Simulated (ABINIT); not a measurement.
A run of ABINIT 10.8.3 (patched build) is set up as follows.

run.abi

```
# Datasets: ground state, then fixed potential
ndtset 2

# Pseudopotentials
pp_dirpath "./"
pseudos "Ti.LDA_PW-JTH.xml, C.LDA_PW-JTH.xml"

# Structure
acell 3*1.0 Angstrom
rprim
     0.0000000000     2.1657188437     2.1657188437
     2.1657188437     0.0000000000     2.1657188437
     2.1657188437     2.1657188437     0.0000000000
ntypat 2
znucl 22 6
natom 2
typat 1 2
xcart
     0.0000000000     0.0000000000     0.0000000000
     2.1657188437     2.1657188437     2.1657188437 Angstrom

# Plane-wave basis
ecut 24.0
pawecutdg 46.0

# Exchange and correlation
ixc -497498
usekden 1
pawxcdev 0

# Bands and occupations
occopt 3
tsmear 0.00183747

# SCF cycle
nstep 100

# Output
iomode 3
prtwf 0
prteig 0
prtebands 0
prtden1 1
prtkden1 1
prtvha1 1
prtvclmb1 1
prtpot1 1

# Dataset 1
kptopt1 1
ngkpt1 11 11 11
nshiftk1 1
shiftk1 0.0 0.0 0.0
nband1 12
tolvrs1 1.0e-7

# Dataset 2: bands along G-X-W-K-G-L-U-W-L-K
iscf2 -2
getden2 1
getkden2 1
nband2 18
nbdbuf2 4
tolwfr2 1.0e-11
kptopt2 -9
ndivsm2 6
prteig2 1
kptbounds2
     0.0000000000     0.0000000000     0.0000000000
     0.5000000000     0.0000000000     0.5000000000
     0.5000000000     0.2500000000     0.7500000000
     0.3750000000     0.3750000000     0.7500000000
     0.0000000000     0.0000000000     0.0000000000
     0.5000000000     0.5000000000     0.5000000000
     0.6250000000     0.2500000000     0.6250000000
     0.5000000000     0.2500000000     0.7500000000
     0.5000000000     0.5000000000     0.5000000000
     0.3750000000     0.3750000000     0.7500000000
```

Potentials or basis: JTH PAW LDA v2.0.

Run with:

```bash
$ abinit run.abi > log 2>&1
```

(1) What does it give for the band gap on the k mesh?

(2) Estimate the pressure.

Answers

(1) none (metal or under the smearing width).

(2) 3.0 GPa.

Caveat: the PAW data sets were made with another functional, which shifts forces and pressure a little.
